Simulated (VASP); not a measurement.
# CdTe (F-43m) in VASP: notebook

Runs on CdTe. Level: PBEsol. Tasks: relaxation of cell and atoms.

All numbers are computed with VASP 6.6.1; they aren't measurements. Logs are shortened: lines on timing, memory, paths and dates and some standing lists are left out, and cuts for length are marked.

**1. Starting point**

It takes space group F-43m (No. 216, cubic). The conventional cell has a = 6.410 Å, b = 6.410 Å, c = 6.410 Å, α = 90.00°, β = 90.00°, γ = 90.00°. Cd (site symmetry -43m) is surrounded by 4 Te at 2.78 Å. Te (site symmetry -43m) is surrounded by 4 Cd at 2.78 Å.

The cell was built by a generator and needn't be a form met in nature.

**2. Relaxation of cell and atoms, PBEsol**

Input file INCAR:

```
SYSTEM = CdTe
ALGO = Normal ; EDIFF = 1E-6
EDIFFG = -0.01 ; ENCUT = 600
GGA = PS ; IBRION = 2
ISIF = 3 ; ISMEAR = 0
KPAR = 2 ; LASPH = .True.
LCHARG = .False. ; LREAL = .False.
LWAVE = .False. ; NELM = 80
NSW = 90 ; PREC = Accurate
SIGMA = 0.03
```

Input file KPOINTS:

```
k-points
0
Gamma
  10 10 10
  0 0 0
```

Input file POSCAR:

```
CdTe
1.0
    0.0000000000      3.2050000000      3.2050000000
    3.2050000000      0.0000000000      3.2050000000
    3.2050000000      3.2050000000      0.0000000000
Cd Te
1 1
Direct
    0.0000000000      0.0000000000      0.0000000000
    0.2500000000      0.2500000000      0.2500000000
```

Potentials or basis: VASP PAW PBE potentials, release 64 (Cd, Te).

Command:

```bash
$ cat potpaw_PBE.64/Cd/POTCAR potpaw_PBE.64/Te/POTCAR > POTCAR
$ mpirun -np 2 vasp_std > vasp.out
```

OUTCAR:

```text
SYSTEM = CdTe
   EDIFF = 1E-6
   EDIFFG = -0.01
   ENCUT = 600
   GGA = PS
   IBRION = 2
   ISIF = 3
   ISMEAR = 0
   LASPH = .True.
   LREAL = .False.
   NELM = 80
   NSW = 90
   PREC = Accurate

 ion  position               nearest neighbor table
   1  0.000  0.000  0.000-   2 2.78   2 2.78   2 2.78   2 2.78
   2  0.250  0.250  0.250-   1 2.78   1 2.78   1 2.78   1 2.78

  LATTYP: Found a face centered cubic cell.
 ALAT       =     6.4100000000

  Lattice vectors:

 A1 = (   0.0000000000,   3.2050000000,   3.2050000000)
 A2 = (   3.2050000000,   0.0000000000,   3.2050000000)
 A3 = (   3.2050000000,   3.2050000000,   0.0000000000)

Analysis of symmetry for initial positions (statically):
=====================================================================
 Subroutine PRICEL returns:
 Original cell was already a primitive cell.

 Routine SETGRP: Setting up the symmetry group for a
 face centered cubic supercell.

 Subroutine GETGRP returns: Found 24 space group operations
 (whereof 24 operations were pure point group operations)
 out of a pool of 48 trial point group operations.

The static configuration has the point symmetry T_d .

Analysis of symmetry for dynamics (positions and initial velocities):
=====================================================================
 Subroutine PRICEL returns:
 Original cell was already a primitive cell.

 Routine SETGRP: Setting up the symmetry group for a
 face centered cubic supercell.

 Subroutine GETGRP returns: Found 24 space group operations
 (whereof 24 operations were pure point group operations)
 out of a pool of 48 trial point group operations.

The dynamic configuration has the point symmetry T_d .

 Subroutine INISYM returns: Found 24 space group operations
 (whereof 24 operations are pure point group operations),
 and found     1 'primitive' translations

----------------------------------------------------------------------------------------

                                     Primitive cell

  volume of cell :      65.8437

  direct lattice vectors                    reciprocal lattice vectors
     0.000000000  3.205000000  3.205000000    -0.156006240  0.156006240  0.156006240
     3.205000000  0.000000000  3.205000000     0.156006240 -0.156006240  0.156006240
     3.205000000  3.205000000  0.000000000     0.156006240  0.156006240 -0.156006240

  length of vectors
     4.532554467  4.532554467  4.532554467     0.270210734  0.270210734  0.270210734

  position of ions in fractional coordinates (direct lattice)
     0.000000000  0.000000000  0.000000000
[... 103 lines left out ...]
   GGA     = PS    functional components
   LHFCALC =     F    Hartree Fock is set to
   AEXX    =    0.0000 exact exchange contribution
   IVDW    =     0    specifies the selected vdW correction
   LEPSILON=     F    determine dielectric tensor
   LRPA    =     F    only Hartree local field effects (RPA)
 conjugate gradient relaxation of ions
 non-spin polarized calculation
 Gauss-broadening in eV      SIGMA  =   0.03
  energy-cutoff  :      600.00
  volume of cell :       65.84
 maximum number of plane-waves:      2210
   NGX = 19   NGY = 19   NGZ = 19

--------------------------------------- Ionic step        1  -------------------------------------------

 number of electron      17.9999995 magnetization

 Free energy of the ion-electron system (eV)
  ---------------------------------------------------
  ext. energy  EPLUGINS =         0.00000000
  ---------------------------------------------------
  free energy    TOTEN  =        -5.47518592 eV

  energy without entropy =       -5.47518592  energy(sigma->0) =       -5.47518592

------------------------ aborting loop because EDIFF is reached ----------------------------------------

  FORCE on cell =-STRESS in cart. coord.  units (eV):
  Direction    XX          YY          ZZ          XY          YZ          ZX
  --------------------------------------------------------------------------------------
  -------------------------------------------------------------------------------------
  Total        0.7446421      0.7446421      0.7446421     -0.0000000      0.0000000      0.0000000
  in kB       18.1194111     18.1194111     18.1194111     -0.0000000      0.0000000      0.0000000
  external PRESSURE =      18.1194111 kB  Pullay stress =       0.0000000 kB
[... 59 lines left out ...]
--------------------------------------- Ionic step        3  -------------------------------------------

 number of electron      17.9999998 magnetization

 Free energy of the ion-electron system (eV)
  ---------------------------------------------------
  ext. energy  EPLUGINS =         0.00000000
  ---------------------------------------------------
  free energy    TOTEN  =        -5.48971184 eV

  energy without entropy =       -5.48971184  energy(sigma->0) =       -5.48971184

 E-fermi :   2.2718     XC(G=0):  -8.7513

 val. band max:        2.1498018085   @ k =   0.0000   0.0000   0.0000
 cond. band min:       2.7926176422   @ k =   0.0000   0.0000   0.0000
 fundamental gap:      0.6428158337
 Fermi energy:         2.2718298001

 k-point     1 :       0.0000    0.0000    0.0000
  band No.  band energies     occupation
      1      -9.0241      2.00000
      2      -6.0817      2.00000
      3      -6.0817      2.00000
      4      -6.0817      2.00000
      5      -5.8216      2.00000
      6      -5.8216      2.00000
      7       2.1498      2.00000
      8       2.1498      2.00000
      9       2.1498      2.00000
     10       2.7926      0.00000
     11       6.7010      0.00000
     12       6.7010      0.00000
     13       6.7010      0.00000
[... 354 lines left out ...]
  band No.  band energies     occupation
      1      -8.6003      2.00000
      2      -5.9680      2.00000
      3      -5.9590      2.00000
      4      -5.9000      2.00000
      5      -5.7989      2.00000
      6      -5.5738      2.00000
      7      -1.5423      2.00000
      8       0.4489      2.00000
      9       0.6298      2.00000
     10       4.9289      0.00000
     11       5.4007      0.00000
     12       8.7875      0.00000
     13       9.5271      0.00000

 [... further k-points ...]

------------------------ aborting loop because EDIFF is reached ----------------------------------------

  FORCE on cell =-STRESS in cart. coord.  units (eV):
  Direction    XX          YY          ZZ          XY          YZ          ZX
  --------------------------------------------------------------------------------------
  -------------------------------------------------------------------------------------
  Total       -0.0021553     -0.0021553     -0.0021553      0.0000000      0.0000000      0.0000000
  in kB       -0.0504004     -0.0504004     -0.0504004      0.0000000      0.0000000      0.0000000
  external PRESSURE =      -0.0504004 kB  Pullay stress =       0.0000000 kB
[... 17 lines left out ...]
  FREE ENERGIE OF THE ION-ELECTRON SYSTEM (eV)
  ---------------------------------------------------
  free  energy   TOTEN  =        -5.4897118416 eV

  energy  without entropy=       -5.4897118416  energy(sigma->0) =       -5.48971184

 reached required accuracy - stopping structural energy minimisation
```

OSZICAR:

```text
N       E                     dE             d eps       ncg     rms          rms(c)
DAV:   1     0.111472087369E+03    0.11147E+03   -0.90704E+03  1222   0.135E+03
[... 26 lines left out ...]
DAV:   1    -0.552152938224E+01   -0.33422E-01   -0.64959E-01  1362   0.106E+01    0.128E+00
DAV:   2    -0.549292422534E+01    0.28605E-01   -0.80135E-02  1337   0.447E+00    0.410E-01
DAV:   3    -0.549011048501E+01    0.28137E-02   -0.71471E-03  1272   0.898E-01    0.336E-01
DAV:   4    -0.548972646799E+01    0.38402E-03   -0.74826E-04  1327   0.233E-01    0.656E-02
DAV:   5    -0.548970931383E+01    0.17154E-04   -0.78493E-05  1327   0.118E-01    0.482E-02
DAV:   6    -0.548971263696E+01   -0.33231E-05   -0.23317E-05  1280   0.517E-02    0.146E-02
DAV:   7    -0.548971184159E+01    0.79537E-06   -0.20629E-06   854   0.186E-02
   3 F= -.54897118E+01 E0= -.54897118E+01  d E =-.145259E-01
```

It took 43 s on 2 MPI ranks of Intel Xeon Platinum 8259CL at 2.50GHz (Skylake/Cascade Lake), shared host; peak memory 0.25 GiB.

Results:

```yaml
Free_energy: -5.4897 eV
Relaxed_volume: 34.26 Å³/atom
Relaxed_cell: a = 4.593 Å, b = 4.593 Å, c = 4.593 Å, α = 60.00°, β = 60.00°, γ = 60.00°
Space_group_after_relaxing_to_0.05_Å: F-43m (No. 216)
Energy_gained_by_relaxing: 7.3 meV/atom
Ionic_steps: 3
Pressure_after_relaxing: 0.0 GPa
Band_gap_on_the_k_mesh: 0.64 eV, direct
```

Step by step:
```
step  energy change (eV)  largest force (eV/Å)  pressure (GPa)  volume (Å³)
   1              0.0000                0.0000            1.81        65.84
   2             -0.0129                0.0000           -0.54        69.46
   3             -0.0145                0.0000           -0.01        68.52
```

Final structure:
```xyz
2
Lattice="0.0000 3.2478 3.2478 3.2478 0.0000 3.2478 3.2478 3.2478 0.0000" Properties=species:S:1:pos:R:3 pbc="T T T"
Cd    0.0000    0.0000    0.0000
Te    1.6239    1.6239    1.6239
```

Levels at points of the mesh, in eV from the valence-band top:
```csv
k point,band 6,band 7,band 8,band 9,band 10,band 11,band 12,band 13
"(0.00, 0.00, 0.00)",-7.97,0.00,0.00,0.00,0.64,4.55,4.55,4.55
"(0.50, 0.00, 0.00)",-7.63,-4.44,-0.77,-0.77,1.73,5.13,5.13,6.93
"(0.50, 0.50, 0.00)",-7.50,-4.32,-1.86,-1.86,2.51,2.60,8.69,9.04
```

Caveat: the PAW data sets were made with another functional, which shifts forces and pressure a little; spin-orbit coupling is left out, which moves the levels of the heavy elements.

**3. Relaxation of cell and atoms, PBEsol**

This run uses another cell than the first one, of 34.26 Å³/atom, 1.041 times its volume.

Changes to INCAR since step 2:

```diff
@@ -1,4 +1,4 @@
 SYSTEM = CdTe
-ALGO = Normal ; EDIFF = 1E-6
-EDIFFG = -0.01 ; ENCUT = 600
+ALGO = Normal ; EDIFF = 1E-7
+EDIFFG = -0.005 ; ENCUT = 600
 GGA = PS ; IBRION = 2
```

KPOINTS is that of step 2.

Input file POSCAR:

```
CdTe                                    
1.0
   -0.0000000000      3.2477704860      3.2477704860
    3.2477704860     -0.0000000000      3.2477704860
    3.2477704860      3.2477704860      0.0000000000
  Cd              Te            
     1     1
Direct
     0.0000000000000000    0.0000000000000000    0.0000000000000000
     0.2500000000000000    0.2500000000000000    0.2500000000000000
```

Potentials or basis: VASP PAW PBE potentials, release 64 (Cd, Te).

Command:

```bash
$ cat potpaw_PBE.64/Cd/POTCAR potpaw_PBE.64/Te/POTCAR > POTCAR
$ mpirun -np 2 vasp_std > vasp.out
```

It took 25 s on 2 MPI ranks of Intel Xeon Platinum 8259CL at 2.50GHz (Skylake/Cascade Lake), shared host; peak memory 0.26 GiB.

The run converged. Its results:

- Free energy: -5.4904 eV
- Pressure after relaxing: 0.0 GPa
- Band gap on the k mesh: 0.64 eV, direct

Final structure:
```yaml
crystal:
  lattice:
    - [0.00000, 3.24777, 3.24777]
    - [3.24777, 0.00000, 3.24777]
    - [3.24777, 3.24777, 0.00000]
  atoms:
    - { symbol: Cd, position: [0.00000, 0.00000, 0.00000] }
    - { symbol: Te, position: [0.25000, 0.25000, 0.25000] }
```

Levels at points of the mesh, in eV from the valence-band top:
```csv
k point,band 5,band 6,band 7,band 8,band 9,band 10,band 11,band 12,band 13
"(0.00, 0.00, 0.00)",-7.97,-7.97,0.00,0.00,0.00,0.64,4.55,4.55,4.55
"(0.50, 0.00, 0.00)",-7.96,-7.63,-4.44,-0.77,-0.77,1.73,5.13,5.13,6.93
"(0.50, 0.50, 0.00)",-7.94,-7.50,-4.32,-1.86,-1.86,2.51,2.60,8.69,9.04
```

Caveat: the relaxation stopped at its first step, so nothing moved; the PAW data sets were made with another functional, which shifts forces and pressure a little; spin-orbit coupling is left out, which moves the levels of the heavy elements.
